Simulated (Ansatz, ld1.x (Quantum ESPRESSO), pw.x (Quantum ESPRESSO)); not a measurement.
# From atom to crystal: TM potential for mercury (Hg)

mercury, norm-conserving Troullier–Martins (Kleinman–Bylander form), made with ld1.x (Quantum ESPRESSO) 7.5 (PBE, scalar-relativistic). Core [Xe] 4f14, reference 5d10 6s0.5 6p0 (charge +1.5). Waves: 6p (bound, empty): rc 2.60 bohr; 5d (bound): rc 1.45 bohr; 6s (bound): rc 1.85 bohr. Local part: the s channel. Core correction: Bessel-smoothed model core, default radius (core density twice the valence density).

Atomic tests: cutoffs needed: 50 Ry and 90 Ry (the cutoffs (Ry, on a coarse ladder) from which the occupation-weighted sum of valence levels, in a spherical-Bessel basis at the reference potential, stays within 10 and 1 mRy of its value at 400 Ry); ghost test: no extra level below or beside the all-electron valence levels (p, d, s, f tested) (spherical-Bessel basis up to 400 Ry, 20 bohr box); largest excitation error: -161 meV (all-electron minus pseudo) for 5d9 6s2 6p1, out of 7 test configurations.

Crystal test: fcc Hg in pw.x 7.5, no spin, 11³ k-points, Fermi–Dirac smearing 0.01 Ry, cutoffs 110/440 Ry. The reference is all-electron LAPW (Ansatz 0.2.0) with the same functional, mesh and smearing; V0 and B0 come from Birch–Murnaghan fits to the pressures at five volumes. Errors are pseudo minus all-electron; Δ is the rms difference of the E(V) curves that follow from these fits, minima aligned, over ±6 % about the mean V0. Mesh and smearing are coarse, so the numbers serve the comparison and aren't converged zero-temperature values; the lattice is a test structure that the element need not adopt.

All-electron: a0 = 4.988 Å (V0 = 31.03 Å³/atom), B0 = 3.7 GPa.

How far does the potential miss the all-electron equation of state?

mean pressure error (GPa): +0.14; a0 (Å): 5.040; a0 error (%): +1.04; B0 error (%): +10.6; Δ (meV/atom): 0.9. This is a poor potential for the solid.

| V (Å³/atom) | P all-electron (GPa) | P pseudo (GPa) |
| --- | --- | --- |
| 29.353 | 0.22 | 0.40 |
| 30.126 | 0.11 | 0.26 |
| 30.898 | 0.02 | 0.15 |
| 31.670 | -0.07 | 0.06 |
| 32.443 | -0.16 | -0.06 |

At the middle volume, how do free energy and pressure move when the wave cutoff is lowered (ecutrho kept at four times it)?

| cutoff (Ry) | shift of F (meV/atom) | shift of P (GPa) |
| --- | --- | --- |
| 50 | +81.9 | -0.04 |
| 66 | +55.3 | -0.97 |
| 88 | +3.6 | -0.20 |

The run at the middle volume (56 k-points, 8 iterations) took about 33 s on one core of a shared host (Neoverse-V2, 96 threads, 742 GiB, load 24).
